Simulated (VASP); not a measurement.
Sn: single point with PBEsol

Crystal: Sn.

```
Sn
1.0
    -1.83540    1.83540    2.01895
     1.83540   -1.83540    2.01895
     1.83540    1.83540   -2.01895
Sn
1
Direct
  0.00000 0.00000 0.00000
```

This isn't the form of Sn at room conditions, which is tetragonal (white tin).

| Item | Value |
| --- | --- |
| Program | VASP 6.6.1 |
| Task | single point |
| Functional | PBEsol |
| Potentials or basis | VASP PAW PBE potentials, release 64 (Sn_d) |
| Cutoff | 520 eV |
| k mesh | 20 × 20 × 20 |
| Occupations | gaussian, width 0.15 eV |
| Spin | no spin polarisation |

```json
{
 "Pressure": "-1.9 GPa",
 "Band gap on the k mesh": "none (metal or under the smearing width)"
}
```

Stress tensor (GPa, compression positive):
```
-2.06  0.00  0.00
 0.00 -2.06  0.00
 0.00  0.00 -1.47
```

Levels at points of the mesh, in eV from the Fermi level:
| k point | band 4 | band 5 | band 6 | band 7 | band 8 | band 9 | band 10 | band 11 |
| --- | --- | --- | --- | --- | --- | --- | --- | --- |
| (0.00, 0.00, 0.00) | -21.34 | -21.30 | -11.10 | 7.66 | 7.98 | 7.98 | 11.41 | 12.22 |
| (0.50, 0.00, 0.00) | -21.31 | -21.24 | -6.60 | -4.51 | 4.04 | 5.93 | 8.47 | 8.81 |
| (0.50, 0.50, 0.00) | -21.30 | -21.22 | -6.02 | -4.24 | 2.92 | 4.37 | 7.06 | 7.33 |
| (0.50, 0.50, 0.50) | -21.24 | -21.24 | -2.76 | -1.57 | 0.14 | 0.14 | 3.71 | 4.30 |

It took 110 s on 1 thread of Intel(R) Xeon(R) Platinum 8375C CPU @ 2.90GHz (Ice Lake) (shared host), peak memory 0.3 GiB.

Caveat: the PAW data sets were made with another functional, which shifts forces and pressure a little.
